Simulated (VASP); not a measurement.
CaO (CsCl), HSE06 single-point calculation: VASP's output and Ansatz's

POSCAR

```
Ca O
 1.0000000000000000
     2.9032089642333831    0.0000000000000000   -0.0000000000000000
    -0.0000000000000000    2.9032089642333831    0.0000000000000000
    -0.0000000000000000    0.0000000000000000    2.9032089642333831
 Ca  O
   1   1
Cartesian
  0.0000000000000000 -0.0000000000000000 -0.0000000000000000
  1.4516044821166916  1.4516044821166916  1.4516044821166916
```

VASP ran with the recommended PBE PAW datasets (16 valence electrons in the cell).

From OUTCAR

```
k-points           NKPTS =     20   k-points in BZ     NKDIM =    216   number of bands    NBANDS=     15

   NELECT =      16.0000    total number of electrons

   dimension x,y,z NGX =    24 NGY =   24 NGZ =   24
   dimension x,y,z NGXF=    48 NGYF=   48 NGZF=   48

  energy-cutoff  :      520.00
  volume of cell :       24.47
      direct lattice vectors                 reciprocal lattice vectors
     2.903208964  0.000000000  0.000000000     0.344446443  0.000000000  0.000000000
     0.000000000  2.903208964  0.000000000     0.000000000  0.344446443  0.000000000
     0.000000000  0.000000000  2.903208964     0.000000000  0.000000000  0.344446443

 k-points in reciprocal lattice and weights: KPOINTS created by Atomic Simulation Env
   0.00000000  0.00000000  0.00000000       0.005
   0.16666667  0.00000000  0.00000000       0.028
   0.33333333  0.00000000  0.00000000       0.028
   0.50000000  0.00000000  0.00000000       0.014
   0.16666667  0.16666667  0.00000000       0.056
   0.33333333  0.16666667  0.00000000       0.111
   0.50000000  0.16666667  0.00000000       0.056
   0.33333333  0.33333333  0.00000000       0.056
   ...

 E-fermi :   3.2535

 k-point     1 :       0.0000    0.0000    0.0000
  band No.  band energies     occupation
      1     -38.7907      2.00000
      2     -17.7416      2.00000
      3     -17.7416      2.00000
      4     -17.7416      2.00000
      5     -14.8355      2.00000
      6       2.8599      2.00000
      7       2.8599      2.00000
      8       2.8599      2.00000
      9       7.6757      0.00000
     10       7.6757      0.00000
     11       9.9628      0.00000
     12      13.8978      0.00000
     13      13.8978      0.00000
     14      13.8978      0.00000
     15      24.6085      0.00000

 k-point     2 :       0.1667    0.0000    0.0000
  band No.  band energies     occupation
      1     -38.7472      2.00000
      2     -18.2501      2.00000
      3     -17.7076      2.00000
      4     -17.7076      2.00000
      5     -14.4160      2.00000
      6       1.6267      2.00000
      7       2.7417      2.00000
      8       2.7417      2.00000
      9       7.9263      0.00000
     10       8.8686      0.00000
     11      11.0826      0.00000
     12      13.7685      0.00000
     13      13.7685      0.00000
     14      13.9831      0.00000
     15      22.9195      0.00000

 k-point     3 :       0.3333    0.0000    0.0000
  band No.  band energies     occupation
      1     -38.6588      2.00000
      2     -19.0538      2.00000
      3     -17.6389      2.00000
      4     -17.6389      2.00000
      5     -13.7478      2.00000
      6      -0.1652      2.00000
      7       2.4960      2.00000
      8       2.4960      2.00000
      9       8.4993      0.00000
     10      11.2431      0.00000
     11      13.2204      0.00000
     12      13.5993      0.00000
     13      13.5993      0.00000
     14      14.1596      0.00000
     15      20.4396      0.00000

 k-point     4 :       0.5000    0.0000    0.0000
  band No.  band energies     occupation
      1     -38.6137      2.00000
      2     -19.3991      2.00000
      3     -17.6040      2.00000
      4     -17.6040      2.00000
      5     -13.4463      2.00000
      6      -0.9151      2.00000
      7       2.3689      2.00000
      8       2.3689      2.00000
      9       8.8352      0.00000
     10      12.4505      0.00000
     11      13.5546      0.00000
     12      13.5546      0.00000
     13      14.2511      0.00000
     14      14.9336      0.00000
     15      19.5099      0.00000

 k-point     5 :       0.1667    0.1667    0.0000
  band No.  band energies     occupation
      1     -38.7048      2.00000
      2     -18.3143      2.00000
      3     -18.0040      2.00000
      4     -17.6758      2.00000
      5     -14.1628      2.00000
      6       1.3961      2.00000
      7       2.0666      2.00000
      8       2.7042      2.00000
      9       8.5543      0.00000
     10       9.5034      0.00000
     11      11.4584      0.00000
     12      13.3054      0.00000
     13      13.9471      0.00000
     14      14.1342      0.00000
     15      23.0232      0.00000

 k-point     6 :       0.3333    0.1667    0.0000
  band No.  band energies     occupation
      1     -38.6185      2.00000
      2     -18.9361      2.00000
      3     -17.9700      2.00000
      4     -17.6111      2.00000
      5     -13.7593      2.00000
      6       0.1146      2.00000
      7       1.9324      2.00000
      8       2.6119      2.00000
      9       9.0243      0.00000
     10      11.5385      0.00000
     11      11.8321      0.00000
     12      13.0094      0.00000
     13      13.8691      0.00000
     14      14.9982      0.00000
     15      21.3372      0.00000

 ...

  Total        0.1952695      0.1952695      0.1952695      0.0000000      0.0000000      0.0000000
  in kB       12.7852790     12.7852790     12.7852790      0.0000000      0.0000000      0.0000000
  external PRESSURE =      12.7852790 kB  Pullay stress =       0.0000000 kB

 POSITION                                       TOTAL-FORCE (eV/Angst)
 -----------------------------------------------------------------------------------
      0.00000      0.00000      0.00000         0.000000      0.000000      0.000000
      1.45160      1.45160      1.45160         0.000000      0.000000      0.000000
 -----------------------------------------------------------------------------------
    total drift:                               -0.000000     -0.000000     -0.000000

  FREE ENERGIE OF THE ION-ELECTRON SYSTEM (eV)
  ---------------------------------------------------
  free  energy   TOTEN  =       -13.8791373384 eV

  energy  without entropy=      -13.8791373384  energy(sigma->0) =      -13.87913734
```

Each program uses its own PAW datasets. VASP's cell holds 16 valence electrons and Ansatz's 16. Ansatz's stress includes a Pulay correction; VASP's doesn't.

**Question.** What does Ansatz give for the same cell and level of theory?

**Answer.** gap between bands v and c 4.48 eV; least direct gap 4.82 eV; pressure 0.5 GPa.

Ansatz printed

```
SCF 3 converged in 4 iterations: F = -2387.305847 eV  dr2 = 3.19e-10
  Residual-converged pass: ⟨swp⟩=2.2  Hψ=484  notcnv=0  max |occ|·‖R‖ = 2.3e-6 eV (tolerance 2.4e-6 eV)  dr2=3.19e-10  dr2_onsite=5.91e-11  max |Δocc| = 0.0e0
hybrid outer 2: dexx = +2.104e-7 eV, tail = 3.99e-9 eV, Δε = 2.03e-3 eV (about 4.20e-5 eV left of the loop's levels)
the search or the solves at the SCF's close seem to have found levels that the self-consistency loop had missed (the run counts 2). By its estimate they hold under 1e-12 electrons; where the run keeps them, the occupations were computed again with them
NSCF: frozen V_eff on 4 k-points
hybrid SCF converged: 2 outer / 10 inner (+3 warm-up), last move |dexx| = 2.10e-7 eV, tail = 3.99e-9 eV
Stability not checked: this state was not tested for a lower state beside it, because the functional holds exact exchange (a hybrid, or Hartree-Fock), whose exchange loop this test does not read (fock_operator; see scf.lower_state_search)
Free energy (F): -2387.305847 eV
Frozen-core exchange: fock
Harris-Foulkes:  -2387.305847 eV  (|F-HF|=9.05e-11)
Internal energy: -2387.305847 eV  (E = F + TS)
E sigma→0 (E₀):  -2387.305847 eV
Fermi energy:    9.266441 eV
--- Per-component energies (eV) ---
  E_band       = -109.481081
  E_kinetic    = 457.561030
  E_local      = -781.063607  (includes V_loc(G=0)·N_el)
  E_nonlocal   = 109.913002
  E_hartree    = 252.760932
  E_xc         = -170.917913
  E_vxc        = -213.358483  (∫ρ·V_xc dr)
  E_exx        = -48.327625  (= α·E_x^exact, valence–valence)
  E_paw        = -1011.457844  (= ΣΔE_a)
  E_vpaw       = -91.401941  (= ΣTr[D̂ρ^β])
  E_aug_tail   = 0.002402  (compensation charges beyond the density's cutoff)
  E_ewald      = -1195.597339
  E_core_change = -0.178885  (= ΣΔE_core)
  E_smearing   = -0.000000  (= −TS)
  E_closure    = 0.000000  (closes the sum)
  Σ components = -2387.305847   (vs F -2387.305847, Δ=0.00e0)
--- Forces (eV/Å), atoms counted from 1 ---
  atom   1  Ca    -0.00000000    -0.00000000    -0.00000000
  atom   2  O      0.00000000    -0.00000000    -0.00000000
  max |Σ_I F_I| component: 8.68e-30 eV/Å
--- Stress (GPa, compression-positive) ---
        0.459492      -0.000000       0.000000
       -0.000000       0.459492       0.000000
        0.000000       0.000000       0.459492
  P = ⅓ Tr σ = 0.4595 GPa (4.595 kbar)
--- Band table (eV; the first three rows and the last of 20) ---
  k-point 0: bands = ["-32.7370", "-11.6879", "-11.6879", "-11.6879", "-8.7590", "8.9204", "8.9204", "8.9204", "13.7447", "13.7447", "16.0415", "19.9486"]
  k-point 1: bands = ["-32.6939", "-12.1917", "-11.6542", "-11.6542", "-8.3456", "7.6932", "8.8041", "8.8041", "13.9934", "14.9299", "17.1589", "19.8186"]
  k-point 2: bands = ["-32.6062", "-12.9913", "-11.5859", "-11.5859", "-7.6843", "5.9089", "8.5626", "8.5626", "14.5627", "17.2967", "19.2946", "19.6500"]
  k-point 19: bands = ["-32.2577", "-12.4380", "-12.4380", "-12.4380", "-7.4496", "5.6001", "5.6001", "5.6001", "19.3632", "19.3632", "19.3632", "21.7079"]
```
